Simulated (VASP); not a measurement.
Input of a VASP 6.6.1 run:

File INCAR:

```
SYSTEM = Si3C
ALGO = Normal ; EDIFF = 1E-6
EDIFFG = -0.01 ; ENCUT = 600
GGA = PE ; IBRION = 2
ISIF = 3 ; ISMEAR = 0
LASPH = .TRUE. ; LCHARG = .FALSE.
LREAL = .FALSE. ; LWAVE = .FALSE.
NELM = 80 ; NSW = 60
PREC = Accurate ; SIGMA = 0.02
```

Contents of KPOINTS:

```
k-points
0
G
  8 8 8
  0 0 0
```

Contents of POSCAR:

```
Si3C
1.0
    0.0000000000     -2.4872308900     -2.4872308900
   -2.4872308900      0.0000000000     -2.4872308900
    2.4872308900      2.4872308900     -4.9744617800
C Si
1 3
Direct
    0.8750000000      0.8750000000      0.3750000000
    0.3750000000      0.3750000000      0.8750000000
    0.7500000000      0.7500000000      0.7500000000
    0.2500000000      0.2500000000      0.2500000000
```

Potentials or basis: VASP PAW PBE potentials, release 64 (C, Si).

Run with:

```console
$ cat potpaw_PBE.64/C/POTCAR potpaw_PBE.64/Si/POTCAR > POTCAR
$ mpirun -np 1 vasp_std > vasp.out
```

Problem. Estimate the relaxed cell.

Solution. a = 3.361 Å, b = 3.361 Å, c = 6.280 Å, α = 74.48°, β = 74.48°, γ = 60.00°.

Problem. What does it give for the space group after relaxing (to 0.05 Å)?

Solution. R3m (No. 160).

Problem. Predict the relaxed volume.

Solution. 14.61 Å³/atom.

Problem. Estimate the band gap on the k mesh.

Solution. None (metal or under the smearing width).

The path:
```tsv
step	energy change (eV)	largest force (eV/Å)	pressure (GPa)	volume (Å³)
1	0.0000	4.7303	4.94	61.55
2	-0.8223	0.9185	-8.40	65.87
3	-0.8519	1.1771	-6.91	65.14
4	-0.9940	1.0045	1.65	59.76
5	-1.0133	0.4559	-0.93	61.03
6	-1.0693	0.5909	0.75	59.50
7	-1.0728	0.6199	1.45	58.99
8	-1.0906	0.2861	-1.03	59.25
9	-1.0907	0.2426	-0.79	59.22
10	-1.0907	0.2618	-0.89	59.23
11	-1.0984	0.1873	-0.46	58.65
12	-1.0985	0.1991	-0.43	58.61
13	-1.0985	0.1925	0.48	58.22
14	-1.0999	0.0212	0.02	58.42
15	-1.0999	0.0179	0.01	58.42
16	-1.1000	0.0036	0.00	58.43
```
